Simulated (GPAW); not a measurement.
# A GW chain in GPAW: AlN (P6_3mc), part 2 of 2

How does a plane-wave GW calculation on AlN (P6_3mc) run from the first input to the gap?

GPAW 26.7.0; LDA and many-body steps on it, plane waves. Known limits of the many-body steps: not at the basis limit.

So far. Step 3 (Bands along the symmetry lines): The gap is 4.245 eV, as in the run before at this level. Step 4 (Empty states on the mesh, 6×6×4 mesh, 503 bands): On this mesh the gap is 4.245 eV.

The database entry behind the starting cell differs from later determinations by our own check (inner coordinate u about 0.002 short), so it need not match the best structure at ambient conditions.

## (5) Screening and self-energy, 6×6×4 mesh, 229 bands, screening to 180 eV

Now the one-shot GW correction: screening in the RPA, then the self-energy of the levels asked for.

This step: G0W0 on LDA, plane waves, PAW.

run.py reads:

```python
import json
import numpy as np
from gpaw.mpi import world
from gpaw.response.g0w0 import G0W0

gw = G0W0('full.gpw',
    filename='gw',
    kpts=[0],
    bands=(6, 10),
    ecut=180,
    nbands=229,
    integrate_gamma='WS',
    ppa=True)
gw.calculate()
res = {mode: {k: v for k, v in r.items() if k != 'sigma_eskwn'}
       for mode, r in gw.all_results.items()}

if world.rank == 0:
    with open('result.json', 'w') as f:
        json.dump(res, f, default=lambda x: x.tolist())
```

On the command line:

```console
$ mpirun -n 4 gpaw python run.py
```

Numbers of over 12 decimals in the logs are rounded to 6 here.

Log:

```text
Using integrator: PointIntegrator
FrequencyGridDescriptor(from 0.000+0.000j to 0.000+27.211j eV, 2 points)
Nonperiodic BCs:  [False False False]
Using integrator: PointIntegrator
FrequencyGridDescriptor(from 0.000+0.000j to 0.000+27.211j eV, 2 points)
Nonperiodic BCs:  [False False False]
  ___  _ _ _
 |   || | | |
 | | || | | |
 |__ ||_____|
 |___|

BZ k-points: Symmetries present (total): 6

  [... matrices ...]
144 k-points: 6 x 6 x 4 Monkhorst-Pack grid + [1/12,1/12,1/8]
24 k-points in the irreducible part of the Brillouin zone
       k-points in crystal coordinates                weights
   0:     0.00000000    0.00000000    0.00000000          1/144
   1:     0.00000000    0.00000000    0.25000000          2/144
   2:     0.00000000    0.00000000    0.50000000          1/144
   3:     0.16666667    0.00000000   -0.25000000          6/144
   4:     0.16666667    0.00000000    0.00000000          6/144
   5:     0.16666667    0.00000000    0.25000000          6/144
   6:     0.16666667    0.00000000    0.50000000          6/144
   7:     0.33333333   -0.16666667    0.00000000          6/144
   8:     0.33333333   -0.16666667    0.25000000         12/144
   9:     0.33333333   -0.16666667    0.50000000          6/144
          ...
  23:     0.50000000    0.50000000    0.50000000          3/144

Distributing spins, k-points and bands (1 x 1 x 4) over 4 processes
Number of blocks: 1

Quasi particle states:
k-points (IBZ indices): [0]
Band range: (6, 10)
  [... matrices ...]
Computational parameters:
Plane wave cut-off: 180 eV
Number of bands: 229
Coulomb cutoff: None
Broadening: 0.1 eV

fxc modes: GW
Kernel: RPA
Using Godby-Needs plasmon-pole approximation:
  Fitting energy: i*E0, E0 = 1.000 Hartree
Summing all q:

Calculating screened Coulomb potential
No Coulomb truncation
FrequencyGridDescriptor(from 0.000+0.000j to 0.000+27.211j eV, 2 points)
Removing empty qpoint cache files...

Calculating chi0 body with:
    Ground state adapter containing:
    Number of spins: 1
    Number of kpoints: 144
    Number of irreducible kpoints: 24
    Number of completely occupied states: 8
    Number of partially occupied states: 8
    Occupied states memory: 1.1865234375 M / cpu

    Linear response parametrization:
    q_c: [1.3877787807814457e-17, 1.3877787807814457e-17, 0.0]
    Number of frequency points: 2
    Planewave cutoff: 180.0
    Number of bands: 229
    Number of planewaves: 245
    Broadening (eta): 1e-06
    comm.size: 4
    kncomm.size: 4
    blockcomm.size: 1

    Memory estimate of potentially large arrays:
        chi0_wGG: 1.831818 M / cpu
Integrating chi0 body.

Symmetries of q_c:
    Direct symmetries (Uq -> q): 6
    Indirect symmetries (TUq -> q): 6
In total 12 allowed symmetries.

  [... matrices ...]
24 groups of equivalent kpoints. 83.333333% reduction.

Integral kind: response function
Integrating chi0 head and wings.

Symmetries of q_c:
    Direct symmetries (Uq -> q): 6
    Indirect symmetries (TUq -> q): 6
In total 12 allowed symmetries.

  [... matrices ...]
24 groups of equivalent kpoints. 83.333333% reduction.

Integral kind: response function wings

Calculating chi0 body with:
    Ground state adapter containing:
    Number of spins: 1
    Number of kpoints: 144
    Number of irreducible kpoints: 24
    Number of completely occupied states: 8
    Number of partially occupied states: 8
[... the further q-points ...]

Results:
f:      Occupation numbers
eps:     KS-eigenvalues [eV]
vxc:     KS vxc [eV]
exx:     Exact exchange [eV]
sigma:   Self-energies [eV]
dsigma:  Self-energy derivatives
Z:       Renormalization factors
qp:      QP-energies [eV]

k-point 0 (0): (0.000, 0.000, 0.000)                GW
band       f     eps     vxc     exx   sigma  dsigma       Z      qp
                                                                   GW
   6   1.000   5.672 -17.861 -21.626   2.776  -0.265   0.790   4.890
   7   1.000   5.854 -17.999 -21.701   2.743  -0.266   0.790   5.097
   8   0.000  10.100 -14.766  -9.959  -3.781  -0.219   0.820  10.942
   9   0.000  12.405 -13.656  -8.061  -4.271  -0.206   0.829  13.503
```

Wall time 4.3 min (4 MPI ranks of Intel Xeon Platinum 8488C (Sapphire Rapids), shared host); peak memory 1.4 GiB; 17 min of CPU time.

This step gave:

```yaml
g0w0_gap_on_the_points_computed: 5.845 eV
least_direct_g0w0_gap_on_the_computed_points: 5.845 eV
z_at_the_valence_top: 0.7902
z_at_the_conduction_bottom: 0.8205
starting_gap_on_the_mesh: 4.245 eV
k_of_the_valence_top: 0, 0, 0
k_of_the_conduction_bottom: 0, 0, 0
```

The gap on the mesh goes from 4.25 eV to 5.84 eV, a correction of +1.60 eV.

Limits: finite bands, cutoff and mesh. v1 is the top filled band, c1 the lowest empty one. The levels before and after the correction (eV, zero at the valence-band top of each column):

```
           conduction bottom  valence top
Kohn-Sham               4.25         0.00
     G0W0               5.84         0.00
```

```
           level  energy (eV)
Kohn-Sham   Γ v2       -0.182
Kohn-Sham   Γ v1        0.000
Kohn-Sham   Γ c1        4.245
Kohn-Sham   Γ c2        6.550
     G0W0   Γ v2       -0.207
     G0W0   Γ v1        0.000
     G0W0   Γ c1        5.845
     G0W0   Γ c2        8.406
```

## (6) Where the time went

Times are wall times on 4 MPI ranks of Intel Xeon Platinum 8488C (Sapphire Rapids), shared host, good to a factor of about two.

```
                          step     time  share  memory (GiB)
                  ground state    7.8 s    3 %          0.67
bands along the symmetry lines    7.5 s    3 %          0.72
      empty states on the mesh     18 s    6 %           1.7
     screening and self-energy  4.3 min   89 %           1.4
```

## (7) Summary of results

- LDA gap: 4.25 eV, direct
- G0W0 gap on the mesh: 5.84 eV
- GW settings: 6×6×4 mesh, 229 bands, screening to 180 eV, Godby-Needs plasmon pole
- known limits: not at the basis limit

G0W0 moves the gap on the mesh from 4.25 eV to 5.84 eV (+1.60 eV), with Z of 0.79 and 0.82 at the edges. Only 1 of the mesh's irreducible points was corrected, so a valley elsewhere could overtake. The dearest step here is «screening and self-energy». Bands and cutoff are finite, so the gap is not at the basis limit. The miss can reach some tenths of an eV and take either sign; the mesh is an error of its own. These stock PAW sets were not made for GW. In the G0W0 run levels were corrected at 1 k point alone, so a gap called «on the mesh» is the least over those, and an edge elsewhere would be missed.

[Paths, hosts, dates, memory and timing lines, banners, echoed tables and standing remarks are left out of the program output.]

[Logs are printed without paths, hosts, clocks, repeated set-up lines and the standing remarks that a program may print on its own settings, such as how far it seeks lower states.]

[Runs of the session that timed out or met a known fault of the program may be left out.]

[Hosts, paths, dates, database ids (printed as entryN), source tags and the programs' standing remarks are cut or masked in the printed files.]
